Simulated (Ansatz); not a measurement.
CsI in the CsCl-type structure: what the numbers say

**What was measured.** A cell as deposited of cubic CsI (space group Pm-3m), temperature not stated, from the Crystallography Open Database (1963), has a = 4.567 Å and 47.62 Å³/atom.

Level of theory: DFT, PBE, scalar-relativistic, no spin polarisation; plane waves to 420 eV with PAW datasets (Ansatz 0.2.0), Γ-centred 8×8×8 mesh, 0.05 eV Gaussian smearing. The datasets are Ansatz's generated set soft_2.

The start was a prototype's sites filled with these elements; the Crystallography Open Database holds the compound in this structure.

The relaxed structure (symmetry read at 0.01 Å). It takes space group Pm-3m (No. 221, cubic). Conventional cell: a = 4.665 Å, b = 4.665 Å, c = 4.665 Å, α = 90.00°, β = 90.00°, γ = 90.00°. Cs (site symmetry m-3m) is surrounded by 8 I at 4.04 Å. I (site symmetry m-3m) has 8 Cs at 4.04 Å as nearest neighbours. (Neighbours are counted to 15 % beyond the shortest distance.)

Q: Should it be a metal or an insulator?

A: Formal charges Cs⁺, I⁻ balance and leave closed shells on every ion, so a band insulator is expected, and the gap is 3.69 eV.

Q: What kind of gap is it?

A: It is indirect: 3.69 eV, against 3.78 eV for the smallest direct gap. Within 0.6 eV of the edges the projected states are 99 % I 5p at the top of the valence band and 78 % Cs 6s at the bottom of the conduction band. Crossing the gap moves an electron from the anion's filled p shell to the metal's empty orbitals, as in ionic insulators.

Q: What fixes the bond lengths?

A: Shannon's ionic radii give a check on the bond lengths: Cs⁺ with 8 neighbours 1.74 Å + I⁻ 2.20 Å (six-fold value) = 3.94 Å against a computed mean of 4.04 Å. Sums and bonds agree within 3 %, so ion sizes set the bond lengths.

Q: How ionic is it?

A: Bader charges against formal ones: Cs +0.81 (+1), I −0.81 (−1). The cations give up 80 % of the formal charge; Bader charges stay under formal ones because the anions' density reaches into the cations' basins, though a share this high marks a strongly ionic bond.

Q: How stiff is it, in energy terms?

A: B0·V0 = 9.9 GPa × 50.81 Å³ = 3.13 eV/atom sets the scale: near the minimum ΔE ≈ ½ B0 V0 x², with x = V/V0 − 1, and a pressure of 0.10 GPa squeezes the volume by about 1 %. At the ends of the curve: x = −5.6 % predicts 4.8 meV/atom and the run gives 5.4; x = +9.9 % predicts 15.4 meV/atom and the run gives 12.8. The curve is steeper than the parabola on the compressed side and flatter on the expanded side: the bulk modulus rises with pressure.

Q: Which Debye temperature follows from the elastic moduli?

A: K = 9.9 GPa and G = 5.5 GPa (Hill). With a density of 4.248 g/cm³ (mean mass 129.9 u, 50.78 Å³/atom), K = 9.90 and G = 5.48 GPa from the unrounded constants, v_l = √((K + 4G/3)/ρ) = 2010 m/s and v_t = √(G/ρ) = 1140 m/s. The mean [(1/v_l³ + 2/v_t³)/3]^(−1/3) is 1260 m/s, and θ_D = (ħ/k_B)(6π²/V)^(1/3) v_m ≈ 102 K, with V the volume an atom.

All results together:

- Volume: 50.78 Å³/atom
- Band gap: 3.69 eV
- Smallest direct gap: 3.78 eV
- Bader charges: Cs 0.81; I -0.81 e
- Formation energy from the elements (0 K, uncorrected): -1.54 eV/atom
- Bulk modulus (Birch–Murnaghan): 9.9 GPa
- Pressure derivative B0′: 5.1
- Shear modulus (Hill): 5.5 GPa
- Young's modulus: 13.9 GPa
- Poisson's ratio: 0.27
- Elastically stable: yes

**Comparison.** The computed cell (4.665 Å, 50.78 Å³/atom) differs from the database's by +6.6 % in volume, about +2.2 % in length. PBE usually overestimates volumes, but by less than this. The static lattice also lacks zero-point motion and thermal expansion, roughly 2.5 to 6.2 % in volume at 300 K (room temperature assumed) by Grüneisen's rule, γ·3k_BT/(B0·V0) with γ of 1 to 2.5, so its own overestimate is larger than the figure. The database's entry may also be off.

Kohn–Sham gaps of semilocal functionals lie under measured ones, often by a third or more. Scalar-relativistic only: spin–orbit splittings of the heavy atoms' levels are missing.
